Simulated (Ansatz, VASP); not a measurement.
One calculation of Cu, two programs

```
Cu
1.0
     0.00000    1.66290    1.66290
     1.66290    0.00000    1.66290
     1.66290    1.66290    0.00000
Cu
1
Direct
  0.00000 0.00000 0.00000
```

Change from the starting cell: strain -0.080 along x and y, -0.080 along z, atoms carried along.

Alike in both runs: task single point; functional PBEsol; k mesh 22 × 22 × 22; occupations gaussian, width 0.15 eV; no spin polarisation.

|  | VASP | Ansatz |
| --- | --- | --- |
| version | VASP 6.6.1 | Ansatz 0.2.0 |
| potentials or method | VASP PAW PBE potentials, release 64 (Cu) | scalar-relativistic, plane waves, PAW |
| plane-wave cutoff (eV) | 520 | 420 |
| valence electrons in the cell | 11 | 19 |

```tsv
	VASP	Ansatz	Ansatz less VASP
gap on the k mesh at the Fermi level (eV)	none	none	-
pressure (GPa)	59.1	58.3	-0.79
```

A gap of «none» marks a metal or a gap that the smearing closes. The two sets of potentials don't hold the same shells in valence.

Caveats: so large a pressure means that the cell lies far from this level's equilibrium, or that cutoff or potentials fall short (VASP); the potentials were made for another functional, which shifts forces and pressure (VASP).
